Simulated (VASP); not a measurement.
# Al (Fm-3m) in VASP: further runs

One crystal, Al, is run at these levels: PBE+D3(BJ); tasks: relaxation of cell and atoms, electrostatic potential.

All numbers are computed with VASP 6.6.1; they aren't measurements. Logs are shortened: lines on timing, memory, paths and dates and some standing lists are left out, and cuts for length are marked.

## (1) The structure

It takes space group Fm-3m (No. 225, cubic). Conventional cell: a = 4.020 Å, b = 4.020 Å, c = 4.020 Å, α = 90.00°, β = 90.00°, γ = 90.00°. Al (site symmetry m-3m) has 12 Al at 2.84 Å as nearest neighbours.

The cell was built by a generator and needn't be a form met in nature.

## (2) Relaxation of cell and atoms, PBE+D3(BJ)

Input file INCAR:

```
SYSTEM = Al
PREC = Accurate ; ENCUT = 600
EDIFF = 1E-6 ; ISMEAR = 1
SIGMA = 0.1 ; LREAL = .FALSE.
LASPH = .TRUE. ; NELM = 120
ALGO = Normal ; ISIF = 3
LWAVE = .FALSE. ; LCHARG = .FALSE.
GGA = PE ; IVDW = 12
IBRION = 2 ; NSW = 60
EDIFFG = -0.005
```

Input file KPOINTS:

```
Automatic mesh
0
G
  18 18 18
  0 0 0
```

Input file POSCAR:

```
Al
1.0
    0.0000000000      2.0100000000      2.0100000000
    2.0100000000      0.0000000000      2.0100000000
    2.0100000000      2.0100000000      0.0000000000
Al
1
Direct
    0.0000000000      0.0000000000      0.0000000000
```

Potentials or basis: VASP PAW PBE potentials, release 64 (Al).

Run with:

```sh
cat potpaw_PBE.64/Al/POTCAR > POTCAR
mpirun -np 1 vasp_std > vasp.out
```

OUTCAR:

```text
SYSTEM = Al
   PREC = Accurate
   ENCUT = 600
   EDIFF = 1E-6
   ISMEAR = 1
   LREAL = .FALSE.
   LASPH = .TRUE.
   NELM = 120
   ISIF = 3
   GGA = PE
   IVDW = 12
   IBRION = 2
   NSW = 60
   EDIFFG = -0.005
 IVDW          = 12

 ion  position               nearest neighbor table
   1  0.000  0.000  0.000-

  LATTYP: Found a face centered cubic cell.
 ALAT       =     4.0200000000

  Lattice vectors:

 A1 = (   0.0000000000,   2.0100000000,   2.0100000000)
 A2 = (   2.0100000000,   0.0000000000,   2.0100000000)
 A3 = (   2.0100000000,   2.0100000000,   0.0000000000)

Analysis of symmetry for initial positions (statically):
=====================================================================
 Subroutine PRICEL returns:
 Original cell was already a primitive cell.

 Routine SETGRP: Setting up the symmetry group for a
 face centered cubic supercell.

 Subroutine GETGRP returns: Found 48 space group operations
 (whereof 48 operations were pure point group operations)
 out of a pool of 48 trial point group operations.

The static configuration has the point symmetry O_h .

Analysis of symmetry for dynamics (positions and initial velocities):
=====================================================================
 Subroutine PRICEL returns:
 Original cell was already a primitive cell.

 Routine SETGRP: Setting up the symmetry group for a
 face centered cubic supercell.

 Subroutine GETGRP returns: Found 48 space group operations
 (whereof 48 operations were pure point group operations)
 out of a pool of 48 trial point group operations.

The dynamic configuration has the point symmetry O_h .

 Subroutine INISYM returns: Found 48 space group operations
 (whereof 48 operations are pure point group operations),
 and found     1 'primitive' translations

----------------------------------------------------------------------------------------

                                     Primitive cell

  volume of cell :      16.2412

  direct lattice vectors                    reciprocal lattice vectors
     0.000000000  2.010000000  2.010000000    -0.248756219  0.248756219  0.248756219
     2.010000000  0.000000000  2.010000000     0.248756219 -0.248756219  0.248756219
     2.010000000  2.010000000  0.000000000     0.248756219  0.248756219 -0.248756219

  length of vectors
     2.842569260  2.842569260  2.842569260     0.430858410  0.430858410  0.430858410

  position of ions in fractional coordinates (direct lattice)
     0.000000000  0.000000000  0.000000000

  ion indices of the primitive-cell ions
   primitive index   ion index
                 1           1

[... 60 lines left out ...]
   NGXF,Y,Z  is equivalent  to a cutoff of  28.07, 28.07, 28.07 a.u.
 SYSTEM =  Al
   PREC   = accura    normal or accurate (medium, high low for compatibility)
   ISTART =      0    job   : 0-new  1-cont  2-samecut
   ICHARG =      2    charge: 1-file 2-atom 10-const
   ISPIN  =      1    spin polarized calculation?
   LNONCOLLINEAR =      F non collinear calculations
   LSORBIT =      F    spin-orbit coupling
   LASPH  =      T    aspherical Exc in radial PAW
   ENCUT  =  600.0 eV  44.10 Ry    6.64 a.u.   5.68  5.68  5.68*2*pi/ulx,y,z
   NELM   =    120;   NELMIN=  2; NELMDL= -5     # of ELM steps
   EDIFF  = 0.1E-05   stopping-criterion for ELM
   LREAL  =      F    real-space projection
   EDIFFG = -.5E-02   stopping-criterion for IOM
   NSW    =     60    number of steps for IOM
   IBRION =      2    ionic relax: 0-MD 1-quasi-New 2-CG
   NFREE  =      1    steps in history (QN), initial steepest desc. (CG)
   ISIF   =      3    stress and relaxation
   ISYM   =      2    0-nonsym 1-usesym 2-fastsym
   POTIM  = 0.5000    time-step for ionic-motion
   TEBEG  =    0.0;   TEEND  =   0.0 temperature during run
   PSTRESS=    0.0 pullay stress
   NELECT =       3.0000    total number of electrons
   NUPDOWN=      -1.0000    fix difference up-down
   EMIN   =  10.00;   EMAX   =-10.00  energy-range for DOS
   EFERMI =   0.00;   METHOD = LEGACY
   ISMEAR =     1;   SIGMA  =   0.10  broadening in eV -4-tet -1-fermi 0-gaus
   EFERMI_NEDOS =   21; number of points for ismear=-14 and -15
   IALGO  =     38    algorithm
   IMIX   =      4    mixing-type and parameters
     AMIX     =   0.40;   BMIX     =  1.00
     AMIX_MAG =   1.60;   BMIX_MAG =  1.00
  volume/ion in A,a.u.               =      16.24       109.60
  Fermi-wavevector in a.u.,A,eV,Ry     =   0.932343  1.761873 11.827055  0.869264
  Thomas-Fermi vector in A             =   2.058931
   LORBIT       =      0    0 simple, 1 ext, 2 COOP (PROOUT), +10 PAW based schemes
   GGA     = PE    functional components
   LHFCALC =     F    Hartree Fock is set to
   AEXX    =    0.0000 exact exchange contribution
   IVDW    =    12    specifies the selected vdW correction
   LEPSILON=     F    determine dielectric tensor
   LRPA    =     F    only Hartree local field effects (RPA)
 conjugate gradient relaxation of ions
 non-spin polarized calculation
 Methfessel and Paxton  Order N= 1 SIGMA  =   0.10
  energy-cutoff  :      600.00
  volume of cell :       16.24
 maximum number of plane-waves:       556
   NGX = 11   NGY = 11   NGZ = 11

--------------------------------------- Ionic step        1  -------------------------------------------

 number of electron       3.0000000 magnetization

 Free energy of the ion-electron system (eV)
  ---------------------------------------------------
  ext. energy  EPLUGINS =         0.00000000
  ---------------------------------------------------
  free energy    TOTEN  =        -3.74215511 eV

  energy without entropy =       -3.74142671  energy(sigma->0) =       -3.74191231

------------------------ aborting loop because EDIFF is reached ----------------------------------------

 Edisp (eV)   -0.34190

 E8    (eV) :    -0.1529
[... 69 lines left out ...]
--------------------------------------- Ionic step        3  -------------------------------------------

 number of electron       3.0000000 magnetization

 Free energy of the ion-electron system (eV)
  ---------------------------------------------------
  ext. energy  EPLUGINS =         0.00000000
  ---------------------------------------------------
  free energy    TOTEN  =        -3.73506986 eV

  energy without entropy =       -3.73454040  energy(sigma->0) =       -3.73489337

 E-fermi :   8.4713     XC(G=0): -10.3601

 val. band max:        8.4707683692   @ k =  -0.4444   0.3333   0.1111
 cond. band min:       8.4964653287   @ k =  -0.2222   0.3889   0.1667
 fundamental gap:      0.0256969595
 Fermi energy:         8.4712527260

 k-point     1 :       0.0000    0.0000    0.0000
  band No.  band energies     occupation
      1      -2.9719      2.00000
      2      21.3476      0.00000
      3      21.3476      0.00000
      4      21.3476      0.00000
      5      23.1859      0.00000
[... 177 lines left out ...]
 k-point    24 :      -0.2222    0.0556    0.0000
  band No.  band energies     occupation
      1      -1.2820      2.00000
      2      12.4180      0.00000
      3      18.0446      0.00000
      4      20.9699      0.00000
      5      22.7684      0.00000

 [... further k-points ...]

------------------------ aborting loop because EDIFF is reached ----------------------------------------

 Edisp (eV)   -0.35240

 E8    (eV) :    -0.1577
[... 24 lines left out ...]
  FREE ENERGIE OF THE ION-ELECTRON SYSTEM (eV)
  ---------------------------------------------------
  free  energy   TOTEN  =        -4.0874716486 eV

  energy  without entropy=       -4.0869421908  energy(sigma->0) =       -4.08729516

 reached required accuracy - stopping structural energy minimisation
```

OSZICAR:

```text
N       E                     dE             d eps       ncg     rms          rms(c)
DAV:   1    -0.123283799513E+01   -0.12328E+01   -0.96025E+02  1980   0.384E+02
DAV:   2    -0.374072035928E+01   -0.25079E+01   -0.22345E+01  2535   0.323E+01
DAV:   3    -0.376482961955E+01   -0.24109E-01   -0.23989E-01  2610   0.380E+00
[... 15 lines left out ...]
       N       E                     dE             d eps       ncg     rms          rms(c)
DAV:   1    -0.373507837481E+01   -0.17741E-02   -0.96631E-04  2440   0.202E-01    0.269E-02
DAV:   2    -0.373507371435E+01    0.46605E-05   -0.59506E-06  2105   0.216E-02    0.100E-02
DAV:   3    -0.373507027213E+01    0.34422E-05   -0.76568E-07  1565   0.593E-03    0.266E-03
DAV:   4    -0.373506985777E+01    0.41436E-06   -0.10156E-07  1055   0.231E-03
   3 F= -.40874716E+01 E0= -.40872952E+01  d E =-.341794E-02
```

Run time: 39 s. Hardware: 1 thread of AMD EPYC 7R43 (Zen 3), shared host; peak memory 0.12 GiB.

Results:

```yaml
Free_energy: -4.0875 eV
Relaxed_volume: 15.78 Å³/atom
Relaxed_cell: a = 2.815 Å, b = 2.815 Å, c = 2.815 Å, α = 60.00°, β = 60.00°, γ = 60.00°
Space_group_after_relaxing_to_0.05_Å: Fm-3m (No. 225)
Energy_gained_by_relaxing: 3.4 meV/atom
Ionic_steps: 3
Pressure_after_relaxing: 0.0 GPa
Band_gap_on_the_k_mesh: none (metal or under the smearing width)
Dispersion_energy_per_atom: -0.352 eV
```

Step by step:
```tsv
step	energy change (eV)	largest force (eV/Å)	pressure (GPa)	volume (Å³)
1	0.0000	0.0000	-2.28	16.24
2	-0.0033	0.0000	0.40	15.70
3	-0.0034	0.0000	0.00	15.78
```

Final structure:
```yaml
crystal:
  lattice:
    - [0.00000, 1.99061, 1.99061]
    - [1.99061, 0.00000, 1.99061]
    - [1.99061, 1.99061, 0.00000]
  atoms:
    - { symbol: Al, position: [0.00000, 0.00000, 0.00000] }
```

Caveat: pairwise dispersion overbinds metals, which lowers pressure and volume.

## (3) Electrostatic potential, PBE+D3(BJ)

This run uses another cell than the first one, of 15.78 Å³/atom, 0.971 times its volume.

Input file INCAR:

```
  PREC = Accurate
  ENCUT = 520
  EDIFF = 1E-6
  ISMEAR = 1
  SIGMA = 0.1
  LREAL = False
  LASPH = True
  NELM = 60
  ALGO = Normal
  ISIF = 2
  LWAVE = False
  LCHARG = True
  GGA = PE
  IVDW = 12
  LVHAR = True
```

Input file KPOINTS:

```
Automatic mesh
0
Gamma
  18 18 18
```

Input file POSCAR:

```
Al                                      
1.0
   -0.0000000000      1.9906145139      1.9906145139
    1.9906145139     -0.0000000000      1.9906145139
    1.9906145139      1.9906145139     -0.0000000000
  Al            
     1
Direct
     0.0000000000000000    0.0000000000000000    0.0000000000000000
```

Potentials or basis: VASP PAW PBE potentials, release 64 (Al).

Run with:

```sh
cat potpaw_PBE.64/Al/POTCAR > POTCAR
mpirun -np 1 vasp_std > vasp.out
```

Wall time 26 s (1 thread of AMD EPYC 7R43 (Zen 3), shared host); peak memory 0.11 GiB.

It converged, with:

- Free energy: -4.0874 eV
- Pressure: 0.0 GPa
- Band gap on the k mesh: none (metal or under the smearing width)
- Dispersion energy per atom: -0.352 eV

Levels at points of the mesh, in eV from the Fermi level:
```csv
k point,band 1,band 2,band 3,band 4,band 5
"(0.00, 0.00, 0.00)",-11.44,12.88,12.88,12.88,14.71
"(0.50, 0.00, 0.00)",-4.77,-4.44,11.68,11.68,11.90
"(0.50, 0.50, 0.00)",-3.03,-1.61,5.27,5.81,5.81
```

Caveat: pairwise dispersion overbinds metals, which lowers pressure and volume.
